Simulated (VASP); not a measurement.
# AlN under changes of volume

One of the cells (8.590 Å³/atom); the others are scaled copies at fixed shape and fractional positions:

```
CELL_PARAMETERS angstrom
0.00000 2.04799 2.04799
2.04799 0.00000 2.04799
2.04799 2.04799 0.00000
ATOMIC_POSITIONS crystal
Al 0.50000 0.50000 0.50000
N 0.00000 0.00000 0.00000
```

Measurements of this composition are mostly on another form, of space group No. 186.

- Program: VASP 6.6.1
- Functional: PBE
- Potentials or basis: VASP PAW PBE potentials, release 64 (Al, N)
- Cutoff: 520 eV
- k mesh: 11 × 11 × 11
- Occupations: fermi-dirac, width 0.05 eV
- Spin: no spin polarisation

| volume (Å³/atom) | energy over the lowest point (meV/atom) | pressure (GPa) | gap on the mesh (eV) |
| --- | --- | --- | --- |
| 7.916 | 24.39 | 17.7 | 5.16 |
| 8.085 | 9.17 | 11.2 | 4.95 |
| 8.253 | 0.43 | 5.3 | 4.75 |
| 8.590 | 0.00 | -4.8 | 4.37 |
| 8.758 | 7.24 | -9.1 | 4.19 |
| 8.927 | ? | ? | ? |

What does the run at 8.927 Å³/atom give?

Energy over the lowest point 18.82 meV/atom; pressure -13.0 GPa; gap on the mesh 4.01 eV.

Worked out: A Birch-Murnaghan fit of order 3 (a polynomial in V^(-2/3)) to the other rows has its minimum at 8.43 Å³/atom with B0 = V·E''(V) = 252 GPa and B' = 3.8. It gives 18.95 meV/atom at 8.927 Å³/atom, against the run's 18.82, and -dE/dV = -13.1 GPa, against -13.0. A straight line through the other rows of the gap, of slope -9.58 eV per unit of ln V, extrapolates to 4.00 eV, against the run's 4.01.

Energies are extrapolated to zero smearing.

Caveats: an odd mesh through Γ misses points on the zone boundary, where band edges often lie.
